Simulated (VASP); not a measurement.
**Al7GaN8: relaxation of cell and atoms with PBEsol**

Al7GaN8:

```xyz
16
Lattice="0.0000 0.0000 -4.9976 3.1234 5.4099 0.0000 3.1234 -5.4099 0.0000" Properties=species:S:1:pos:R:3 pbc="T T T"
Ga    1.5617   -0.9016    0.0000
Al    3.1234   -3.6066    0.0000
Al    3.1234    1.8033    0.0000
Al    4.6851   -0.9016    0.0000
Al    3.1234   -1.8033   -2.4988
Al    1.5617    0.9016   -2.4988
Al    4.6851    0.9016   -2.4988
Al    3.1234    3.6066   -2.4988
N     1.5617   -0.9016   -3.0985
N     3.1234   -3.6066   -3.0985
N     3.1234    1.8033   -3.0985
N     4.6851   -0.9016   -3.0985
N     3.1234   -1.8033   -0.5997
N     1.5617    0.9016   -0.5997
N     4.6851    0.9016   -0.5997
N     3.1234    3.6066   -0.5997
```

The cell was built by a generator and needn't be a form met in nature.

```yaml
Program: VASP 6.6.1
Task: relaxation of cell and atoms
Functional: PBEsol
Potentials_or_basis: VASP PAW PBE potentials, release 64 (Ga_d, Al, N)
Cutoff: 600 eV
k_mesh: 6 × 6 × 5
Occupations: gaussian, width 0.03 eV
Spin: no spin polarisation
Further_INCAR_settings: ALGO = Normal; EDIFF = 1e-06; IBRION = 2; EDIFFG = -0.01; NSW = 90; ISIF = 3
```

```json
{
 "Relaxed volume": "10.57 Å³/atom",
 "Relaxed cell": "a = 5.013 Å, b = 6.240 Å, c = 6.240 Å, α = 120.00°, β = 90.00°, γ = 90.00°",
 "Space group after relaxing (to 0.05 Å)": "P3m1 (No. 156)",
 "Energy gained by relaxing": "5.4 meV/atom",
 "Ionic steps": "10",
 "Pressure after relaxing": "0.0 GPa",
 "Largest force after relaxing": "0.009 eV/Å",
 "Band gap on the k mesh": "3.79 eV, direct"
}
```

Forces in eV/Å, atoms in the order of the input:
```
Ga   0.000  0.000  0.003
Al   0.002  0.001  0.000
Al  -0.002  0.001  0.000
Al   0.000 -0.002  0.000
Al   0.001 -0.001  0.002
Al   0.000  0.002  0.002
Al   0.000  0.000 -0.009
Al  -0.001 -0.001  0.002
N    0.000  0.000  0.000
N    0.003  0.002  0.000
N   -0.003  0.002  0.000
N    0.000 -0.003  0.000
N   -0.002  0.001  0.001
N    0.000 -0.002  0.001
N    0.000  0.000 -0.001
N    0.002  0.001  0.001
```

The path:
| step | energy change (eV) | largest force (eV/Å) | pressure (GPa) | volume (Å³) |
| --- | --- | --- | --- | --- |
| 1 | 0.0000 | 1.1073 | 0.36 | 168.89 |
| 2 | -0.0743 | 0.2865 | -0.42 | 169.47 |
| 3 | -0.0799 | 0.2159 | -0.29 | 169.34 |
| 4 | -0.0854 | 0.0745 | 0.17 | 168.94 |
| 5 | -0.0858 | 0.0478 | 0.05 | 169.03 |
| 6 | -0.0862 | 0.0371 | 0.01 | 169.07 |
| 7 | -0.0862 | 0.0368 | 0.02 | 169.07 |
| 8 | -0.0863 | 0.0171 | -0.03 | 169.10 |
| 9 | -0.0863 | 0.0171 | -0.04 | 169.11 |
| 10 | -0.0864 | 0.0091 | 0.03 | 169.06 |

Final structure:
```xyz
16
Lattice="0.0000 0.0000 -5.0131 3.1201 5.4042 0.0000 3.1201 -5.4042 0.0000" Properties=species:S:1:pos:R:3 pbc="T T T"
Ga    1.5601   -0.9007   -5.0101
Al    3.1175   -3.6043   -0.0020
Al    3.1227    1.7999   -0.0020
Al    4.6802   -0.8977   -0.0020
Al    3.1276   -1.8057   -2.5101
Al    1.5601    0.9093   -2.5101
Al    4.6802    0.9007   -2.5105
Al    3.1127    3.5985   -2.5101
N     1.5601   -0.9007   -3.0541
N     3.1179   -3.6041   -3.1110
N     3.1223    1.8001   -3.1110
N     4.6802   -0.8982   -3.1110
N     3.1526   -1.8201   -0.6110
N     1.5601    0.9381   -0.6110
N     4.6802    0.9007   -0.6009
N     3.0877    3.5841   -0.6110
```

Levels at points of the mesh, in eV from the valence-band top:
| k point | band 33 | band 34 | band 35 | band 36 | band 37 | band 38 | band 39 | band 40 | band 41 | band 42 |
| --- | --- | --- | --- | --- | --- | --- | --- | --- | --- | --- |
| (0.00, 0.00, 0.00) | -0.67 | -0.67 | -0.13 | -0.13 | 0.00 | 3.79 | 5.29 | 5.63 | 5.63 | 5.74 |
| (0.50, 0.00, 0.00) | -1.19 | -0.60 | -0.60 | -0.41 | -0.41 | 4.79 | 5.13 | 5.13 | 5.17 | 5.17 |
| (0.00, 0.50, 0.00) | -1.45 | -0.50 | -0.47 | -0.42 | -0.31 | 5.52 | 5.61 | 5.83 | 5.95 | 7.07 |
| (0.50, 0.50, 0.00) | -1.07 | -1.07 | -1.02 | -0.90 | -0.89 | 5.97 | 6.25 | 6.34 | 6.39 | 6.47 |

Wall time 13 min on 8 MPI ranks on Intel(R) Xeon(R) Platinum 8488C (Sapphire Rapids), on a shared host, peak memory 0.85 GiB a rank.

Caveat: the PAW data sets were made with another functional, which shifts forces and pressure a little; an odd mesh through Γ misses points on the zone boundary, where band edges often lie.
